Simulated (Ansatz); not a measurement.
## Se under changes of volume

One of the cells (22.201 Å³/atom); the others are scaled copies at fixed shape and fractional positions:

```
Se
1.0
     2.81056    0.00000    0.00000
     0.00000    2.81056    0.00000
     0.00000    0.00000    2.81056
Se
1
Direct
  0.00000 0.00000 0.00000
```

This isn't the form of Se at room conditions, which is trigonal, of chains.

```yaml
Program: Ansatz 0.2.0
Functional: PBE
Potentials_or_basis: Ansatz PAW
Cutoff: "420 eV (not typed: the program's choice for these potentials)"
k_mesh: 9 × 9 × 9
Occupations: fermi-dirac, width 0.05 eV
Spin: no spin polarisation
```

```tsv
volume (Å³/atom)	energy over the lowest point (meV/atom)	pressure (GPa)
20.869	41.60	7.5
21.313	23.90	5.4
21.757	?	?
22.201	3.57	2.0
22.645	0.00	0.5
23.089	0.29	-0.8
23.533	4.08	-2.0
```

Task: What does the run at 21.757 Å³/atom give?

Result: Energy over the lowest point 11.40 meV/atom; pressure 3.6 GPa.

Worked out: A Birch-Murnaghan fit of order 3 (a polynomial in V^(-2/3)) to the other rows has its minimum at 22.83 Å³/atom with B0 = V·E''(V) = 69 GPa and B' = 4.0. It gives 11.39 meV/atom at 21.757 Å³/atom, against the run's 11.40, and -dE/dV = 3.6 GPa, against 3.6.

Energies are extrapolated to zero smearing.
